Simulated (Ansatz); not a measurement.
# HfO2: the cost of one run

Program: Ansatz 0.2.0. Level of theory: DFT PBE, scalar-relativistic, plane waves, PAW. These are calculated values, not measurements.

## 1. The starting structure

It takes space group P2_12_12 (No. 18, orthorhombic). The conventional cell has a = 5.080 Å, b = 5.165 Å, c = 4.891 Å, α = 90.00°, β = 90.00°, γ = 90.00°. Hf (site symmetry 1) has 7 O at 1.99 to 2.25 Å as nearest neighbours. O (site symmetry 2) has 4 Hf at 2.16 to 2.18 Å as nearest neighbours. Around O (site symmetry 2) lie 4 Hf at 2.13 to 2.15 Å. O (site symmetry 1) has 3 Hf at 1.99 to 2.25 Å as nearest neighbours.

Structure file:

```cif
data_structure
_symmetry_space_group_name_H-M 'P2_12_12'
_symmetry_Int_Tables_number 18
_cell_length_a 5.0803
_cell_length_b 5.1649
_cell_length_c 4.8909
_cell_angle_alpha 90.000
_cell_angle_beta 90.000
_cell_angle_gamma 90.000
_cell_volume 128.33
loop_
_atom_site_label
_atom_site_type_symbol
_atom_site_symmetry_multiplicity
_atom_site_Wyckoff_symbol
_atom_site_fract_x
_atom_site_fract_y
_atom_site_fract_z
_atom_site_occupancy
Hf1 Hf 4 c 0.27741 0.28180 0.72793 1
O1 O 2 a 0.50000 0.50000 0.42438 1
O2 O 2 b 0.50000 0.00000 0.51095 1
O3 O 4 c 0.31318 0.66365 0.89546 1
```

The runs take a perfect supercell of 48 atoms; the defect goes to fractional position (0.005, 0.003, 0.280).

## 2. The perfect supercell

The input, input.yaml:

```yaml
crystal:
  lattice:
    - [-5.080319, 5.164867, 4.890884]
    - [5.080319, -5.164867, 4.890884]
    - [5.080319, 5.164867, -4.890884]
  atoms:
    - { symbol: Hf, position: [0.004866, 0.002671, 0.279604] }
    - { symbol: Hf, position: [0.504866, 0.502671, 0.279604] }
    - { symbol: Hf, position: [0.504866, 0.002671, 0.779604] }
    - { symbol: Hf, position: [0.004866, 0.502671, 0.779604] }
    - { symbol: Hf, position: [0.745134, 0.024739, 0.497805] }
    - { symbol: Hf, position: [0.245134, 0.524739, 0.497805] }
    - { symbol: Hf, position: [0.245134, 0.024739, 0.997805] }
    - { symbol: Hf, position: [0.745134, 0.524739, 0.997805] }
    - { symbol: Hf, position: [0.723066, 0.225261, 0.220396] }
    - { symbol: Hf, position: [0.223066, 0.725261, 0.220396] }
    - { symbol: Hf, position: [0.223066, 0.225261, 0.720396] }
    - { symbol: Hf, position: [0.723066, 0.725261, 0.720396] }
    - { symbol: Hf, position: [0.026934, 0.247329, 0.002195] }
    - { symbol: Hf, position: [0.526934, 0.747329, 0.002195] }
    - { symbol: Hf, position: [0.526934, 0.247329, 0.502195] }
    - { symbol: Hf, position: [0.026934, 0.747329, 0.502195] }
    - { symbol: O, position: [0.962188, 0.462188, 0.0] }
    - { symbol: O, position: [0.462188, 0.962188, 0.0] }
    - { symbol: O, position: [0.462188, 0.462188, 0.5] }
    - { symbol: O, position: [0.962188, 0.962188, 0.5] }
    - { symbol: O, position: [0.287812, 0.287812, 0.0] }
    - { symbol: O, position: [0.787812, 0.787812, 0.0] }
    - { symbol: O, position: [0.787812, 0.287812, 0.5] }
    - { symbol: O, position: [0.287812, 0.787812, 0.5] }
    - { symbol: O, position: [0.755473, 0.005473, 0.25] }
    - { symbol: O, position: [0.255473, 0.505473, 0.25] }
    - { symbol: O, position: [0.255473, 0.005473, 0.75] }
    - { symbol: O, position: [0.755473, 0.505473, 0.75] }
    - { symbol: O, position: [0.494527, 0.244527, 0.25] }
    - { symbol: O, position: [0.994527, 0.744527, 0.25] }
    - { symbol: O, position: [0.994527, 0.244527, 0.75] }
    - { symbol: O, position: [0.494527, 0.744527, 0.75] }
    - { symbol: O, position: [0.279557, 0.104325, 0.488417] }
    - { symbol: O, position: [0.779557, 0.604325, 0.488417] }
    - { symbol: O, position: [0.779557, 0.104325, 0.988417] }
    - { symbol: O, position: [0.279557, 0.604325, 0.988417] }
    - { symbol: O, position: [0.970443, 0.45886, 0.324768] }
    - { symbol: O, position: [0.470443, 0.95886, 0.324768] }
    - { symbol: O, position: [0.470443, 0.45886, 0.824768] }
    - { symbol: O, position: [0.970443, 0.95886, 0.824768] }
    - { symbol: O, position: [0.615908, 0.29114, 0.011583] }
    - { symbol: O, position: [0.115908, 0.79114, 0.011583] }
    - { symbol: O, position: [0.115908, 0.29114, 0.511583] }
    - { symbol: O, position: [0.615908, 0.79114, 0.511583] }
    - { symbol: O, position: [0.134092, 0.145675, 0.175232] }
    - { symbol: O, position: [0.634092, 0.645675, 0.175232] }
    - { symbol: O, position: [0.634092, 0.145675, 0.675232] }
    - { symbol: O, position: [0.134092, 0.645675, 0.675232] }
basis:
  ecutwfc: 420
  fft_grid_basis: typed
kpoints:
  mp_grid: { grid: [2, 2, 2] }
hamiltonian:
  xc: pbe
  pseudopotentials: { kind: paw }
scf:
  occupations: { method: gaussian, width: 0.05 }
output:
  forces: true
  stress: false
  eigenvalues: true
  bader: false
  write_density: true
  volumetric_format: npy
```

Command:

```console
> ansatz run input.yaml --threads 4 --pin off --max-ram 10240MiB --backend cpu --events-out ev --progress --plain --runs-dir out
```

**Question.** How long does this run take on 4 threads of AMD EPYC 9R45 (Zen 5), shared host, and how much memory does it need?

About 6.4 s, with a peak of 3.7 GiB.
